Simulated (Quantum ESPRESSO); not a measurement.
Runs of Quantum ESPRESSO 7.5 on GaP. It takes space group F-43m (No. 216, cubic). The conventional cell has a = 5.451 Å, b = 5.451 Å, c = 5.451 Å, α = 90.00°, β = 90.00°, γ = 90.00°. Around Ga (site symmetry -43m) lie 4 P at 2.36 Å. P (site symmetry -43m) is surrounded by 4 Ga at 2.36 Å. 

| cell | gap on the mesh (eV) |
| --- | --- |
| as given | 1.66 |
| volume scaled by 0.96 | 1.57 |
| volume scaled by 1.08 | (b) |
| volume scaled by 0.92 | (a) |
| volume scaled by 1.04 | 1.50 |

Alike in all rows: task single point; level PBE; potentials or basis PseudoDojo 0.4.1 SR PBE standard; no spin polarisation; k mesh 4 × 4 × 4; cutoff (eV) 1088; smearing fixed; the mesh is coarse, so values aren't converged.

Problem. Estimate the missing entries.

Solution. (a) 1.47; (b) 1.19.

Caveats: all runs use coarse meshes.

A k mesh can miss the band edges, and the runs leave out spin-orbit coupling on Ga.
